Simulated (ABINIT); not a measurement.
# TiB2 (P6/mmm) in ABINIT: a series of runs

One crystal, TiB2, is run at these levels: LDA; tasks: single point.

Program: ABINIT 10.8.3 (patched build). These are calculated values, not measurements. Logs are shortened: lines on timing, memory, paths and dates and some standing lists are left out, and cuts for length are marked. The log counts tension as positive stress, the text compression.

### 1 Starting point

It takes space group P6/mmm (No. 191, hexagonal). The conventional cell has a = 3.029 Å, b = 3.029 Å, c = 3.228 Å, α = 90.00°, β = 90.00°, γ = 120.00°. Ti (site symmetry 6/mmm) has 12 B at 2.38 Å as nearest neighbours. B (site symmetry -6m2) has 3 B at 1.75 Å as nearest neighbours.

### 2 Single point, LDA

run.abi

```
# Pseudopotentials
pp_dirpath "./"
pseudos "Ti.upf, B.upf"

# Structure
acell 3.0292 3.0292 3.2284 Angstrom
rprim
     1.0000000000     0.0000000000     0.0000000000
    -0.5000000000     0.8660254038     0.0000000000
     0.0000000000     0.0000000000     1.0000000000
ntypat 2
znucl 22 5
natom 3
typat 1 2 2
xred
     0.0000000000     0.0000000000     0.0000000000
     0.6666666667     0.3333333333     0.5000000000
     0.3333333333     0.6666666667     0.5000000000

# Plane-wave basis
ecut 38.0

# k points
kptopt 1
ngkpt 8 8 6
nshiftk 1
shiftk 0.0 0.0 0.0

# Exchange and correlation
ixc 7

# Bands and occupations
nband 13
occopt 3
tsmear 0.00183747

# SCF cycle
nstep 100
tolvrs 1.0e-10

# Output
iomode 3
prtwf 0
prtden 0
prteig 0
prtebands 0
```

Potentials or basis: PseudoDojo NC SR LDA v0.4 stringent.

Launch:

```sh
$ mpirun --bind-to none -np 4 abinit run.abi > log 2>&1
```

run.abo:

```text
.Version 10.8.3 of ABINIT
 Symmetries : space group P6/m m m (#191); Bravais hP (primitive hexag.)
================================================================================
 Values of the parameters that define the memory need of the present run
     intxc =       0    ionmov =       0      iscf =       7    lmnmax =       6
     lnmax =       6     mgfft =      36  mpssoang =       3    mqgrid =    3001
     natom =       3  nloc_mem =       1    nspden =       1   nspinor =       1
    nsppol =       1      nsym =      24    n1xccc =    2501    ntypat =       2
    occopt =       3   xclevel =       1
       mpw =        1958          nfft =       36864          nkpt =          40
================================================================================
================================================================================

--------------------------------------------------------------------------------
------------- Echo of variables that govern the present computation ------------
--------------------------------------------------------------------------------
 -outvars: echo values of preprocessed input variables --------
            acell      5.7243583806E+00  5.7243583806E+00  6.1007918249E+00 Bohr
              amu      4.78800000E+01  1.08110000E+01
             ecut      3.80000000E+01 Hartree
              ixc           7
         kptrlatt        8    0    0      0    8    0      0    0    6
          kptrlen      3.66047509E+01
            natom           3
            nband          13
            ngfft          32      32      36
             nkpt          40
            nstep         100
             nsym          24
           ntypat           2
           occopt           3
           prtden           0
        prtebands           0
           prteig           0
            prtwf           0
            rprim      1.0000000000E+00  0.0000000000E+00  0.0000000000E+00
                      -5.0000000000E-01  8.6602540380E-01  0.0000000000E+00
                       0.0000000000E+00  0.0000000000E+00  1.0000000000E+00
          spgroup         191
           tolvrs      1.00000000E-10
           tsmear      1.83747000E-03 Hartree
            typat      1  2  2
           xangst      0.0000000000E+00  0.0000000000E+00  0.0000000000E+00
                       1.5146000000E+00  8.7445471773E-01  1.6142000000E+00
                      -3.9857384438E-17  1.7489094355E+00  1.6142000000E+00
            xcart      0.0000000000E+00  0.0000000000E+00  0.0000000000E+00
                       2.8621791903E+00  1.6524799260E+00  3.0503959124E+00
                      -7.5319540682E-17  3.3049598520E+00  3.0503959124E+00
             xred      0.0000000000E+00  0.0000000000E+00  0.0000000000E+00
                       6.6666666667E-01  3.3333333333E-01  5.0000000000E-01
                       3.3333333333E-01  6.6666666667E-01  5.0000000000E-01
            znucl       22.00000    5.00000

================================================================================

 chkinp: Checking input parameters for consistency.

================================================================================
== DATASET  1 ==================================================================

--- !DatasetInfo
iteration_state: {dtset: 1, }
dimensions: {natom: 3, nkpt: 40, mband: 13, nsppol: 1, nspinor: 1, nspden: 1, mpw: 1958, }
cutoff_energies: {ecut:  38.0, pawecutdg:  -1.0, }
electrons: {nelect:   1.80000000E+01, charge:   0.00000000E+00, occopt:   3.00000000E+00, tsmear:   1.83747000E-03, }
meta: {optdriver: 0, ionmov: 0, optcell: 0, iscf: 7, paral_kgb: 0, }
...

 Exchange-correlation functional for the present dataset will be:
  LDA: Perdew-Wang 92 LSD fit to Ceperley-Alder data - ixc=7
  J.P.Perdew and Y.Wang, PRB 45, 13244 (1992)

 Real(R)+Recip(G) space primitive vectors, cartesian coordinates (Bohr,Bohr^-1):
 R(1)=  5.7243584  0.0000000  0.0000000  G(1)=  0.1746921  0.1008585  0.0000000
 R(2)= -2.8621792  4.9574398  0.0000000  G(2)=  0.0000000  0.2017170  0.0000000
 R(3)=  0.0000000  0.0000000  6.1007918  G(3)=  0.0000000  0.0000000  0.1639131
 Unit cell volume ucvol=  1.7312926E+02 bohr^3
 Angles (23,13,12)=  9.00000000E+01  9.00000000E+01  1.20000000E+02 degrees

 getcut: wavevector=  0.0000  0.0000  0.0000  ngfft=  32  32  36
         ecut(hartree)=     38.000   => boxcut(ratio)=   2.01450

--- Pseudopotential description ------------------------------------------------
- pspini: atom type   1  psp file is ./Ti.upf
12 -1012 2 -1 1568                            pspcod,pspxc,lmax,lloc,mmax
     nproj     2     2     2

- pspini: atom type   2  psp file is ./B.upf
12 -1012 1 -1 1498                            pspcod,pspxc,lmax,lloc,mmax
     nproj     2     2     0

   3.82158274E+02                                ecore*ucvol(ha*bohr**3)
--------------------------------------------------------------------------------

================================================================================

--- !BeginCycle
iteration_state: {dtset: 1, }
solver: {iscf: 7, nstep: 100, nline: 4, wfoptalg: 0, }
tolerances: {tolvrs: 1.00E-10, }
...

     iter   Etot(hartree)      deltaE(h)  residm     vres2
 ETOT  1  -65.109497649650    -6.511E+01 1.364E-01 1.118E+03
 ETOT  2  -64.423540243481     6.860E-01 2.671E-01 3.974E+03
 ETOT  3  -65.379892542056    -9.564E-01 3.854E-02 2.759E+01
 ETOT  4  -65.385856663717    -5.964E-03 1.475E-02 6.027E+00
 ETOT  5  -65.387021282585    -1.165E-03 5.434E-03 1.198E+00
 ETOT  6  -65.387283610804    -2.623E-04 4.571E-03 2.466E-02
 ETOT  7  -65.387290515922    -6.905E-06 3.696E-03 2.358E-04
 ETOT  8  -65.387290590536    -7.461E-08 2.914E-03 5.958E-05
 ETOT  9  -65.387290603193    -1.266E-08 2.675E-03 2.504E-06
 ETOT 10  -65.387290603797    -6.037E-10 1.158E-03 1.907E-08
 ETOT 11  -65.387290603804    -6.807E-12 2.075E-03 1.943E-10
 ETOT 12  -65.387290603803     6.679E-13 8.261E-04 1.835E-10
 ETOT 13  -65.387290603804    -6.395E-13 1.424E-03 3.257E-12

 At SCF step   13       vres2   =  3.26E-12 < tolvrs=  1.00E-10 =>converged.

 Cartesian components of stress tensor (hartree/bohr^3)
  sigma(1 1)=  3.66728038E-04  sigma(3 2)=  0.00000000E+00
  sigma(2 2)=  3.66728038E-04  sigma(3 1)=  0.00000000E+00
  sigma(3 3)=  4.26604591E-04  sigma(2 1)=  0.00000000E+00

--- !ResultsGS
iteration_state: {dtset: 1, }
comment   : Summary of ground state results
lattice_vectors:
- [  5.7243584,   0.0000000,   0.0000000, ]
- [ -2.8621792,   4.9574398,   0.0000000, ]
- [  0.0000000,   0.0000000,   6.1007918, ]
lattice_lengths: [   5.72436,    5.72436,    6.10079, ]
lattice_angles: [ 90.000,  90.000, 120.000, ] # degrees, (23, 13, 12)
lattice_volume:   1.7312926E+02
convergence: {deltae: -6.395E-13, res2:  3.257E-12, residm:  1.424E-03, diffor: null, }
etotal    :  -6.53872906E+01
entropy   :   0.00000000E+00
fermie    :   4.27376618E-01
cartesian_stress_tensor: # hartree/bohr^3
- [  3.66728038E-04,   0.00000000E+00,   0.00000000E+00, ]
- [  0.00000000E+00,   3.66728038E-04,   0.00000000E+00, ]
- [  0.00000000E+00,   0.00000000E+00,   4.26604591E-04, ]
pressure_GPa:  -1.1377E+01
xred      :
- [  0.0000E+00,   0.0000E+00,   0.0000E+00, Ti]
- [  6.6667E-01,   3.3333E-01,   5.0000E-01,  B]
- [  3.3333E-01,   6.6667E-01,   5.0000E-01,  B]
cartesian_forces: # hartree/bohr
- [ -0.00000000E+00,  -0.00000000E+00,  -0.00000000E+00, ]
- [  2.35191880E-29,   4.07364286E-29,  -0.00000000E+00, ]
- [ -2.35191880E-29,  -4.07364286E-29,  -0.00000000E+00, ]
force_length_stats: {min:   0.00000000E+00, max:   4.70383761E-29, mean:   3.13589174E-29, }
...

 Integrated electronic density in atomic spheres:
 ------------------------------------------------
 Atom  Sphere_radius  Integrated_density
    1        2.00000          9.60145160
    2        2.00000          2.82934007
    3        2.00000          2.82934007
================================================================================

 ----iterations are completed or convergence reached----

 Mean square residual over all n,k,spin=   52.672E-07; max=  14.242E-04
 reduced coordinates (array xred) for    3 atoms
       0.000000000000      0.000000000000      0.000000000000
       0.666666666667      0.333333333333      0.500000000000
       0.333333333333      0.666666666667      0.500000000000
 rms dE/dt=  8.9755E-29; max dE/dt=  1.3463E-28; dE/dt below (all hartree)
    1       0.000000000000      0.000000000000      0.000000000000
    2      -0.000000000000     -0.000000000000      0.000000000000
    3       0.000000000000      0.000000000000      0.000000000000

 cartesian coordinates (angstrom) at end:
    1      0.00000000000000     0.00000000000000     0.00000000000000
    2      1.51460000000000     0.87445471773032     1.61420000000000
    3     -0.00000000000000     1.74890943546064     1.61420000000000

 cartesian forces (hartree/bohr) at end:
    1     -0.00000000000000    -0.00000000000000    -0.00000000000000
    2      0.00000000000000     0.00000000000000    -0.00000000000000
    3     -0.00000000000000    -0.00000000000000    -0.00000000000000
 frms,max,avg= 2.2174103E-29 4.0736429E-29   0.000E+00  0.000E+00  0.000E+00 h/b

 cartesian forces (eV/Angstrom) at end:
    1     -0.00000000000000    -0.00000000000000    -0.00000000000000
    2      0.00000000000000     0.00000000000000    -0.00000000000000
    3     -0.00000000000000    -0.00000000000000    -0.00000000000000
 frms,max,avg= 1.1402382E-27 2.0947514E-27   0.000E+00  0.000E+00  0.000E+00 e/A
 length scales=  5.724358380600  5.724358380600  6.100791824881 bohr
              =  3.029200000000  3.029200000000  3.228400000000 angstroms
 Fermi (or HOMO) energy (hartree) =   0.42738   Average Vxc (hartree)=  -0.47946
 Eigenvalues (hartree) for nkpt=  40  k points:
 kpt#   1, nband= 13, wtk=  0.00260, kpt=  0.0000  0.0000  0.0000 (reduced coord)
  -1.64656   -0.78936   -0.77756   -0.77756   -0.06563    0.32878    0.32878    0.34063
   0.34636    0.49348    0.49348    0.55806    0.55806
      occupation numbers for kpt#   1
   2.00000    2.00000    2.00000    2.00000    2.00000    2.00000    2.00000    2.00000
   2.00000    0.00000    0.00000    0.00000    0.00000
 prteigrs : prtvol=0 or 1, do not print more k-points.

--- !EnergyTerms
iteration_state     : {dtset: 1, }
comment             : Components of total free energy in Hartree
kinetic             :  2.76811953717683E+01
hartree             :  1.21104800971487E+01
xc                  : -1.12018160374177E+01
Ewald energy        : -5.13087758946070E+01
psp_core            :  2.20735811655443E+00
local_psp           : -4.52695266481182E+01
non_local_psp       :  3.93839345420071E-01
internal            : -6.53872456492513E+01
'-kT*entropy'       : -4.49545521879173E-05
total_energy        : -6.53872906038035E+01
total_energy_eV     : -1.77927882019830E+03
band_energy         : -5.71610455582119E+00
...

 Cartesian components of stress tensor (hartree/bohr^3)
  sigma(1 1)=  3.66728038E-04  sigma(3 2)=  0.00000000E+00
  sigma(2 2)=  3.66728038E-04  sigma(3 1)=  0.00000000E+00
  sigma(3 3)=  4.26604591E-04  sigma(2 1)=  0.00000000E+00

-Cartesian components of stress tensor (GPa)         [Pressure= -1.1377E+01 GPa]
- sigma(1 1)=  1.07895114E+01  sigma(3 2)=  0.00000000E+00
- sigma(2 2)=  1.07895114E+01  sigma(3 1)=  0.00000000E+00
- sigma(3 3)=  1.25511404E+01  sigma(2 1)=  0.00000000E+00

== END DATASET(S) ==============================================================
================================================================================

 -outvars: echo values of variables after computation  --------
            acell      5.7243583806E+00  5.7243583806E+00  6.1007918249E+00 Bohr
           etotal     -6.5387290604E+01
            fcart     -0.0000000000E+00 -0.0000000000E+00 -0.0000000000E+00
                       2.3519188039E-29  4.0736428636E-29 -0.0000000000E+00
                      -2.3519188039E-29 -4.0736428636E-29 -0.0000000000E+00
            rprim      1.0000000000E+00  0.0000000000E+00  0.0000000000E+00
                      -5.0000000000E-01  8.6602540380E-01  0.0000000000E+00
                       0.0000000000E+00  0.0000000000E+00  1.0000000000E+00
           strten      3.6672803800E-04  3.6672803753E-04  4.2660459067E-04
                       0.0000000000E+00  0.0000000000E+00  0.0000000000E+00
           xangst      0.0000000000E+00  0.0000000000E+00  0.0000000000E+00
                       1.5146000000E+00  8.7445471773E-01  1.6142000000E+00
                      -3.9857384438E-17  1.7489094355E+00  1.6142000000E+00
             xred      0.0000000000E+00  0.0000000000E+00  0.0000000000E+00
                       6.6666666667E-01  3.3333333333E-01  5.0000000000E-01
                       3.3333333333E-01  6.6666666667E-01  5.0000000000E-01
 Calculation completed.
```

It took 10 s on 4 MPI ranks of Arm Neoverse V1, shared host; peak memory 0.24 GiB.

Results:

| Quantity | Value |
| --- | --- |
| Free energy | -1779.2788 eV |
| Pressure | -11.4 GPa |
| Band gap on the k mesh | none (metal or under the smearing width) |
| Valence electrons inside the program's atomic spheres | Ti 9.60; B 2.83 |

Stress tensor (GPa, compression positive):
```
-10.79   0.00   0.00
  0.00 -10.79   0.00
  0.00   0.00 -12.55
```

### 3 Single point, LDA (cell squeezed)

run.abi

```
pp_dirpath "./"
pseudos "Ti.upf, B.upf"

acell 3*1.0
rprim
     5.6469926985     0.0000000000     0.0000000000
    -2.8234963493     4.8904391319     0.0000000000
     0.0000000000     0.0000000000     6.0183385805
ntypat 2
znucl 22 5
natom 3
typat 1 2 2
xred
     0.0000000000     0.0000000000     0.0000000000
     0.6666666667     0.3333333333     0.5000000000
     0.3333333333     0.6666666667     0.5000000000
chkprim 0
chksymtnons 0
tolsym 1.0e-6

ecut 1034.032677 eV

kptopt 1
ngkpt 8 8 6
nshiftk 1
shiftk 0.0 0.0 0.0

ixc 7

nband 13
occopt 3
tsmear 0.05 eV

nstep 100
tolvrs 1.0e-10

iomode 3
prtwf 0
prtden 0
prteig 0
prtebands 0
```

Potentials or basis: PseudoDojo NC SR LDA v0.4 stringent.

Launch:

```sh
$ mpirun --bind-to none -np 4 abinit run.abi > log 2>&1
```

Run time: 7.9 s. Hardware: 4 MPI ranks of Intel Xeon Platinum 8488C (Sapphire Rapids), shared host; peak memory 0.28 GiB.

It converged, with:

```
Free energy                                           : -1779.3181 eV
Pressure                                              : -0.9 GPa
Band gap on the k mesh                                : none (metal or under the smearing width)
Valence electrons inside the program's atomic spheres : Ti 9.63; B 2.90
```

Stress tensor (GPa, compression positive):
```
 0.47  0.00  0.00
 0.00  0.47  0.00
 0.00  0.00 -3.70
```

Levels at points of the mesh, in eV from the Fermi level:
| k point | band 5 | band 6 | band 7 | band 8 | band 9 | band 10 | band 11 | band 12 | band 13 |
| --- | --- | --- | --- | --- | --- | --- | --- | --- | --- |
| (0.00, 0.00, 0.00) | -13.65 | -2.79 | -2.79 | -2.39 | -2.32 | 1.90 | 1.90 | 3.73 | 3.73 |
| (0.50, 0.00, 0.00) | -9.57 | -9.21 | -3.44 | -3.40 | -2.46 | 1.32 | 2.81 | 3.32 | 3.40 |
| (0.00, 0.00, 0.50) | -11.57 | -7.81 | -0.65 | -0.65 | -0.28 | -0.28 | 0.35 | 0.35 | 1.62 |
| (0.50, 0.00, 0.50) | -9.89 | -7.62 | -4.88 | -4.04 | -3.16 | 2.52 | 3.00 | 4.71 | 4.74 |
